## Question

In strontium oxide each ion has six neighbours of the other kind. Two of the crystal's vibrations are frozen in as static distortions, in a cell with two Sr and two O atoms. The axes $x$, $y$ and $z$ run along the Sr–O contacts. In the first mode both oxygens move together along $x$, and the Sr atoms move the other way by 0.183 times that distance. In the second mode one oxygen moves along the unit vector $(0.778, -0.604, 0.174)$, the other moves equally far in the opposite direction, and the Sr atoms stay still.

The table gives the energy of the distorted crystal from density-functional theory, relative to the crystal at rest. It is an electronic free energy without any contribution from thermal vibration. The amplitudes, $Q_1$ for the first mode and $Q_2$ for the second, are the distances that each oxygen moves.

Ansatz 0.2.0: scalar-relativistic DFT with PBE, PAW and plane waves to 520 eV, no dispersion correction or spin polarisation, for a four-atom SrO cell; 9×9×8 k mesh, Gaussian smearing of 0.05 eV. The cell and all other modes are held fixed, and free energies are relative to the relaxed undistorted cell. Each amplitude is the largest displacement of an atom in that mode.

```tsv
second amplitude (Å)	free energy change at first amplitude 0 angstrom (meV a cell)	free energy change at first amplitude 0.0775 angstrom (meV a cell)	free energy change at first amplitude 0.155 angstrom (meV a cell)
-0.2780	308.9	337.2	429.7
-0.1390	75.6	94.3	157.1
0.0000	0.0	15.6	68.8
0.1390	75.6	94.3	157.1
0.2780	308.9	337.2	429.7
```

(a) In the harmonic approximation the energy of a mode grows as the square of its amplitude. Test this for each mode alone.

(b) A colleague obtains the energy of the doubly distorted crystal by adding the two separate energies. Test this sum.

(c) Would a standard calculation of vibrational frequencies, which uses second derivatives of the energy at rest, have revealed what you found in (b)?

(d) Explain the result through the motion of the atoms, and estimate its size.

## Model answer

**(a)** Doubling the amplitude of a harmonic mode multiplies its energy by four. For the first mode alone the factor is 4.4, and for the second it is 4.1. The departures from the fourfold rule amount to about 9% and 2% of the respective energies at full amplitude. Judged by these two scans, the harmonic picture looks serviceable.

**(b)** At full amplitude the separate energies are 68.8 and 308.9 meV, which add up to 377.7 meV. The calculation with both distortions present gives 429.7 meV. The sum is therefore too low by 52 meV, or 12% of the calculated energy. At half of both amplitudes the same test gives a shortfall of only about 3%, so the failure belongs to large distortions.

The shortfall means that each mode stiffens the other. Moving the first mode to full amplitude costs 68.8 meV in an otherwise undistorted crystal, but 120.8 meV when the second mode is already at full amplitude. Independent vibrations would cost the same in both cases. With such a coupling, the frequency of one vibration depends on how strongly the other is excited.

**(c)** No. The coupling is of too high an order to appear in second derivatives, as symmetry shows. A suitable step of the undistorted lattice exchanges the two oxygens. This leaves the first mode as it was but reverses the second, so the energy cannot depend on the sign of $Q_2$. Inversion through an oxygen atom reverses both modes together, so the sign of $Q_1$ cannot matter either.

The lowest term that can contain both amplitudes is therefore $Q_1^2Q_2^2$. It contributes nothing to the second derivatives at rest, and it vanishes whenever one amplitude is zero. The numbers agree with this form: the shortfall grows from 12.7 to 52 meV, close to fourfold, when either amplitude is doubled with the other held at its full value.

**(d)** Consider one oxygen at a time, and only its motion along $x$. The first mode shifts both oxygens by $s$ along $x$ relative to Sr, while the second shifts one by $+v$ and the other by $-v$. Together, one oxygen moves by $s+v$ and the other by $s-v$. At full amplitude these shifts are about 0.40 and 0.03 Å, so one oxygen is driven hard towards a Sr neighbour while the other is almost back in place along $x$, though still displaced sideways.

For a purely quadratic cost this uneven sharing would make no difference, because $(s+v)^2+(s-v)^2=2s^2+2v^2$ is just the sum of the separate costs. A fourth-power cost behaves differently:

$$(s+v)^4+(s-v)^4=2s^4+12s^2v^2+2v^4.$$

The middle term appears only when both modes are present, and its large coefficient explains how two mild departures in (a) can accompany a much larger one in (b).

The estimate needs the fourth-power part of the first mode's energy. If that energy is $aQ_1^2+bQ_1^4$, with constants $a$ and $b$, the excess over the fourfold rule is $12b$ times the fourth power of the half amplitude. The whole fourth-power part at full amplitude is $16b$ times the same quantity, hence $4/3$ of the excess:

$$\tfrac{4}{3}\,(68.8-4\times15.6)\approx 8.5\ \text{meV}.$$

This corresponds to the term $2s^4$, so the mixed term is larger by the factor $6(v/s)^2$. At full amplitude the first mode shifts each oxygen against Sr by $s=(1+0.183)\times0.155\approx0.183$ Å. The $x$ component of the second mode gives $v=0.778\times0.278\approx0.216$ Å, and therefore

$$6\times8.5\times(0.216/0.183)^2\approx 71\ \text{meV}.$$

The calculated shortfall is 52 meV, so the estimate has the right order of magnitude but is more than a third too high. It used only the scan of the first mode and the geometry. It lets the fourth-power cost of each oxygen depend only on that atom's own shift along $x$, and so leaves out the sideways part of the second mode and the forces between oxygens.

The likely source of the steep cost is the repulsion between the filled electron shells of Sr and O, which rises rapidly as the ions approach. Either mode alone shortens the closest contact from 2.60 to about 2.4 Å; both together shorten it to 2.2 Å. The geometry shows this squeeze, but a total energy does not separate repulsion from the other forces, so the assignment rests on general chemistry.

## Remarks on the reasoning

The tempting mistake is to stop after (a). Applying the fourfold rule to the two half-amplitude energies predicts 364.8 meV for the doubly distorted crystal, 64.9 meV too little. Four fifths of that error comes from the coupling, which neither single scan contains. The printed output after this text lists the comparisons.

The picture in (d) also indicates what to look for in a neighbouring map. If the first mode pointed along $z$, where the second mode hardly moves the oxygens, the two shifts would no longer add up head-on. The term estimated above would then be small, and the neglected sideways terms would decide the coupling. That map would have to be calculated.

A further question concerns the frozen surroundings. Here the cell and all other atomic motions are held fixed, so the energies away from rest are upper bounds. If the squeezed neighbours could give way while the two amplitudes were kept, every distorted crystal would have the same energy or a lower one. With the cell still fixed, the first mode alone would gain nothing, because symmetry lets it set off no other atomic motion. Only when both modes are present are the two Sr atoms pushed in opposite directions, so that they can give way. The 52 meV should therefore shrink, but the table does not show by how much.

The analysis program printed:

```
First mode alone, energy ratio on doubling the amplitude: 4.41
Second mode alone, energy ratio on doubling the amplitude: 4.086
First mode alone, excess over the fourfold rule (meV a cell): 6.4
First mode alone, this excess in percent of the end energy: 9.302
Second mode alone, excess over the fourfold rule (meV a cell): 6.5
Second mode alone, this excess in percent of the end energy: 2.104
Cost of the first mode and excess over separate costs (meV a cell):
     row  cost of first mode at 0.155  excess at 0.0775  excess at 0.155
  -0.278                        120.8              12.7               52
  -0.139                         81.5               3.1             12.7
     0.0                         68.8                 0                0
   0.139                         81.5               3.1             12.7
   0.278                        120.8              12.7               52
Corner, sum of the two separate costs (meV a cell): 377.7
Corner, excess in percent of the calculated energy: 12.1
Corner, fourfold rule from the two inner single-mode points (meV a cell): 364.8
Corner, total miss of the fourfold rule (meV a cell): 64.9
Corner, percent of that miss due to coupling: 80.12
Growth of the excess to the corner when the first amplitude doubles: 4.094
Growth of the excess to the corner when the second amplitude doubles: 4.094
Corner, shift along x against Sr of one oxygen (angstrom): 0.3996
Corner, size of the shift along x of the other oxygen (angstrom): 0.03292
Shortest Sr-O contact, first mode alone (angstrom): 2.415
Shortest Sr-O contact, second mode alone (angstrom): 2.388
Shortest Sr-O contact, both modes (angstrom): 2.205
Quartic part of the first mode at 0.155 angstrom (meV a cell): 8.533
Rough estimate of the corner excess from sum and difference shifts (meV a cell): 71.23
```
